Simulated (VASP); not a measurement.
A run of VASP 6.6.1 is set up as follows.

INCAR

```
ALGO = Fast
EDIFF = 1E-8
ENCUT = 520
GGA = PE
ISIF = 2
ISMEAR = -1
LASPH = True
LCHARG = False
LEFG = True
LREAL = False
LWAVE = False
NBANDS = 26
NELM = 100
PREC = Accurate
SIGMA = 0.05
```

Contents of KPOINTS:

```
k-points
0
Gamma
  6 7 3
```

Contents of POSCAR:

```
Rb
1.0
    5.7400000000      0.0000000000      0.0000000000
    0.0000000000      4.6400000000      0.0000000000
    0.0000000000      0.0000000000     12.3800000000
Rb
4
Direct
    0.0470000000      0.2500000000      0.8930000000
    0.4530000000      0.7500000000      0.3930000000
    0.5470000000      0.2500000000      0.6070000000
    0.9530000000      0.7500000000      0.1070000000
```

Potentials or basis: VASP PAW PBE potentials, release 64 (Rb_sv).

Command:

```console
$ cat potpaw_PBE.64/Rb_sv/POTCAR > POTCAR
$ mpirun -np 1 vasp_std > vasp.out
```

Problem. Estimate the largest force.

Solution. 0.767 eV/Å.

Problem. Estimate the band gap on the k mesh.

Solution. None (metal or under the smearing width).

Problem. Estimate the pressure.

Solution. 1.1 GPa.

Electric field gradients, principal values (V/Å²):
| atom | Vxx | Vyy | Vzz |
| --- | --- | --- | --- |
| 1 Rb | 4.358 | 13.043 | -17.401 |
| 2 Rb | 4.358 | 13.043 | -17.401 |
| 3 Rb | 4.358 | 13.043 | -17.401 |
| 4 Rb | 4.358 | 13.043 | -17.401 |
